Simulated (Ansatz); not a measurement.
WSe₂ (P-6m2), random displacements

Method: DFT LDA, scalar-relativistic, plane waves, PAW in Ansatz 0.2.0. Cutoff 420 eV, Γ-centred 12×12×2 k-points, Gaussian smearing of 0.05 eV. Spin–orbit coupling is left out, which matters for the heavy elements here. No spin polarisation. Energies are free energies at this smearing, counted from the undisturbed cell; pressure is positive in compression.

Reference structure (as given, not relaxed at this level; this form isn't the usual structure):

```
CELL_PARAMETERS angstrom
3.31794 0.00000 0.00000
-1.65897 2.87342 0.00000
0.00000 0.00000 16.65814
ATOMIC_POSITIONS crystal
W 0.00000 0.00000 0.00000
Se 0.33333 0.66667 0.09979
Se 0.33333 0.66667 0.90021
```

The cell holds layers and no dispersion correction was added, so their binding is poorly described.

The atoms are displaced (Å, in the unstrained cell):

```csv
atom,ux,uy,uz
W1,-0.036,0.038,-0.018
Se2,0.127,0.056,0.029
Se3,-0.091,-0.094,-0.011
```

Strain (Voigt, engineering shear): (-0.0451, -0.0453, -0.0449, 0.0008, 0.1111, -0.0444).

Question: What are the energy change, the stress and the forces?

Answer: ΔE = 446.0 meV/atom; stress (xx, yy, zz, yz, xz, xy; compression positive) (7.47, 8.32, 11.62, -5.04, -11.70, 2.62) GPa; gap on the mesh 1.52 eV.
| atom | Fx (eV/Å) | Fy | Fz |
| --- | --- | --- | --- |
| W1 | 2.45 | 0.11 | -0.62 |
| Se2 | -4.47 | -1.45 | 3.61 |
| Se3 | 2.01 | 1.34 | -2.99 |

Cost: 1 run of about 1.2 core-minutes, on Arm Neoverse V2 (shared hosts).